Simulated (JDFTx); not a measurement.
CoO:

```
Co O
1.0
     2.82845    0.00000    0.00000
    -1.41423    2.44951    0.00000
     0.00000    0.00000    2.72172
Co O
1 1
Cartesian
  0.0000 0.0000 1.3609
  1.4142 0.8165 0.0000
```

The cell was built by a generator and needn't be a form met in nature.

Base run:

| Quantity | Value |
| --- | --- |
| Program | JDFTx 1.7.0 (patched build) |
| Functional | PBE |
| Potentials or basis | PseudoDojo-SR-PBE-0.5-standard with smoothed tails |
| Cutoff | 1306 eV |
| Density cutoff | 10449 eV |
| k mesh | 9 × 9 × 8 |
| Occupations | fermi-dirac, width 0.05 eV |
| Spin | collinear spin, ferromagnetic start |
| Starting moments | [2.0, 0.0] μB |
| Fixed moment | 3 μB |

Its results: pressure -0.8 GPa; site moments Co +2.52; O +0.50 μB.

Task: After a change of settings the same cell gave: pressure 22.1 GPa; site moments Co +3.10; O +0.82 μB. Which change was it?
A. fixed moment from 3 μB to 4 μB
B. fixed moment from 3 μB to 2 μB
C. fixed moment from 3 μB to 1 μB

Result: A.

Caveats: the total moment is fixed, so each spin has its own Fermi level; a cell with one magnetic atom can't hold antiferromagnetic order, which such compounds often take; the moment is held away from its start (some runs).
